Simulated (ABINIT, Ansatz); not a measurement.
This is a calculation of TiO for Ansatz 0.2.0. The cell comes from a database or a generator and needn't be the stable form of this composition.

Contents of input.yaml:

```yaml
crystal:
  lattice:
    - [0.0, 2.46929163, 2.46929163]
    - [2.46929163, 0.0, 2.46929163]
    - [2.46929163, 2.46929163, 0.0]
  atoms:
    - { symbol: Ti, position: [0.0, 0.0, 0.0] }
    - { symbol: O, position: [0.25, 0.25, 0.25] }
hamiltonian:
  xc: pbe
  pseudopotentials: { kind: paw }
kpoints:
  mp_grid: { grid: [9, 9, 9] }
scf:
  occupations: { method: fermi_dirac, width: 0.05 }
output:
  forces: true
  stress: true
  eigenvalues: true
  write_density: true
  write_potential: true
  elf: true
  volumetric_format: npy
```

Potentials or basis: Ansatz PAW.

The run is started by

```console
$ ansatz run input.yaml --threads 1 --pin off --max-ram 3584MiB --backend cpu --events-out ev --progress --plain --runs-dir out
```

Translate it to ABINIT 10.8.3 (patched build). Potentials or basis there: JTH PAW PBE v2.0, cutoff 626 eV.

As run (cutoffs and basis follow the program's own potentials, and thresholds, step limits or extra output files can differ):

Contents of run.abi:

```
pp_dirpath "./"
pseudos "Ti.GGA_PBE-JTH.xml, O.GGA_PBE-JTH.xml"

structure "poscar:POSCAR"
natom 2

ecut 23.0
pawecutdg 45.0
pawxcdev 0

kptopt 1
ngkpt 9 9 9
nshiftk 1
shiftk 0.0 0.0 0.0

ixc 11

nband 13
occopt 3
tsmear 0.00183747

nstep 100
tolvrs 1.0e-9

iomode 3
prtwf 0
prtden 0
prteig 0
prtebands 0
enunit 1
```

POSCAR

```
TiO
1.0
    0.0000000000      2.4692916300      2.4692916300
    2.4692916300      0.0000000000      2.4692916300
    2.4692916300      2.4692916300      0.0000000000
Ti O
1 1
Direct
    0.0000000000      0.0000000000      0.0000000000  Ti
    0.2500000000      0.2500000000      0.2500000000  O
```

Potentials or basis: JTH PAW PBE v2.0.

Command:

```sh
$ abinit run.abi > log 2>&1
```

Both were run:

|  | Ansatz | ABINIT |
| --- | --- | --- |
| Pressure | -21.5 GPa | -21.5 GPa |

Ansatz's pressure holds a Pulay term of +0.40 GPa for its cutoff of 420 eV, which the other run lacks.

Where Ansatz's input types no cutoff or centring, it takes its own default and a Γ-centred mesh.

The cell lies far from this level's equilibrium.

Pressure is positive in compression.
